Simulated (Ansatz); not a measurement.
A scan (energy over volume and axial ratio; atoms clamped) gave these values. All values below come from r2SCAN (plane waves to 500 eV, PAW, scalar-relativistic; Ansatz, an electronic-structure program).

| Property | Result |
|---|---|
| Shear modulus C′ = (C11 − C12)/2 (fit, atoms clamped) | 11.1 GPa |

Question: Of these crystals, all scanned alike, which one is it?
(A) BP (zinc blende)
(B) LiI (rock salt)
(C) GaSb (zinc blende)

Answer: B, LiI (rock salt). The others have, for the shear modulus C′ = (C11 − C12)/2: GaSb 25 GPa, BP 144 GPa

All were relaxed with their symmetry unable to fall. Spin-orbit coupling is left out.

(A scan under strain: stresses follow from slopes of the energy per volume, elastic moduli from its curvatures.)
